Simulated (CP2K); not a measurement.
The system is Ti.

```
Ti
1.0
     2.87085    0.00000    0.00000
     1.43543    2.48623    0.00000
     1.43543    0.82874    2.34404
Ti
1
Cartesian
  0.0000 0.0000 0.0000
```

This isn't the form of Ti at room conditions, which is hcp.

Program: CP2K 2026.2. Alike in all runs: no spin polarisation; cell as given; k mesh 11 × 11 × 11.

Order these runs on this cell by their pressure, lowest first.
A. level LDA; potentials or basis GTH_POTENTIALS Ti GTH-PADE-q12; TZVP-MOLOPT-PBE-GTH basis; smearing methfessel-paxton 0.2 eV; potentials Ti GTH-PADE-q12 of GTH_POTENTIALS; points a segment of the path (NPOINTS) 10; bands added on the path 6
B. level PBEsol; potentials or basis POTENTIAL_UZH Ti GTH-PBE-q12; TZVP-MOLOPT-PBE-GTH basis; smearing gaussian 0.02 eV; potentials Ti GTH-PBE-q12 of POTENTIAL_UZH
C. level PBE; potentials or basis POTENTIAL_UZH Ti GTH-PBE-q12; TZVP-MOLOPT-PBE-GTH basis; smearing gaussian 0.05 eV; potentials Ti GTH-PBE-q12 of POTENTIAL_UZH

A (-4.7 GPa), B (-0.6 GPa), C (4.0 GPa).

Caveats: the basis of atomic orbitals isn't converged, which shifts pressures, moduli and gaps; the potentials were made for another functional, which shifts forces and pressure (some runs).
